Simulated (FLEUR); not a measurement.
# Ti: band structure with LDA

Crystal: Ti.

```
Ti
1.0
     4.56737    0.00000    0.00000
    -2.28369    3.95546    0.00000
     0.00000    0.00000    2.82624
Ti
3
Cartesian
  2.2837 1.3185 1.4131
  0.0000 2.6370 1.4131
  0.0000 0.0000 0.0000
```

This isn't the form of Ti at room conditions, which is hcp.

```json
{
 "Program": "FLEUR MaX-R8.1 (later development tree)",
 "Task": "band structure",
 "Functional": "LDA",
 "Potentials or basis": "all-electron",
 "Basis": "FLAPW",
 "Kmax": "4.3 1/bohr",
 "k mesh": "7 × 7 × 9",
 "Occupations": "fermi-dirac, width 0.05 eV",
 "Spin": "no spin polarisation",
 "Gmax": "13.3 1/bohr",
 "Muffin-tin radii": "Ti 2.28 bohr",
 "lmax": "Ti 9",
 "lnonsphr": "Ti 9",
 "Local orbitals a species": "Ti 5",
 "Max iterations": "60",
 "Mixing factor": "0.05",
 "Mixer": "Anderson",
 "Mixer history": "15",
 "Density convergence": "1e-05 me/bohr^3"
}
```

- Band gap along the path: none (metal or under the smearing width)
- Valence electrons inside the program's atomic spheres: Ti 10.19, 10.07 (radii Ti 2.28 bohr)

Levels at the corners of the path, in eV from the Fermi level:
```csv
point,band 15,band 16,band 17,band 18,band 19,band 20,band 21,band 22
Γ,-0.69,-0.69,-0.57,-0.57,-0.04,0.66,1.27,1.27
M,-2.62,-0.42,-0.42,-0.36,0.05,0.52,1.02,1.23
K,-3.08,-0.31,-0.31,-0.09,0.09,0.42,0.42,1.53
Γ,-0.69,-0.69,-0.57,-0.57,-0.04,0.66,1.27,1.27
A,-2.10,-1.65,-1.62,-1.62,1.05,1.05,1.24,1.24
L,-1.69,-1.17,-0.63,-0.62,0.33,0.80,0.99,1.04
H,-1.41,-1.08,-1.08,-0.94,0.65,0.65,0.77,0.77
A,-2.10,-1.65,-1.62,-1.62,1.05,1.05,1.24,1.24
L,-1.69,-1.17,-0.63,-0.62,0.33,0.80,0.99,1.04
M,-2.62,-0.42,-0.42,-0.36,0.05,0.52,1.02,1.23
K,-3.08,-0.31,-0.31,-0.09,0.09,0.42,0.42,1.53
H,-1.41,-1.08,-1.08,-0.94,0.65,0.65,0.77,0.77
```

Core levels (eV from the Fermi level):
| atom | levels |
| --- | --- |
| 1 Ti | 1s1/2 -4848.9, 2s1/2 -529.0, 2p1/2 -441.4, 2p3/2 -435.6 |
| 2 Ti | 1s1/2 -4848.9, 2s1/2 -529.0, 2p1/2 -441.4, 2p3/2 -435.6 |
| 3 Ti | 1s1/2 -4849.2, 2s1/2 -529.5, 2p1/2 -441.8, 2p3/2 -436.1 |

It took 110 s on 1 thread of Arm Neoverse V1 (shared host), peak memory 0.07 GiB.
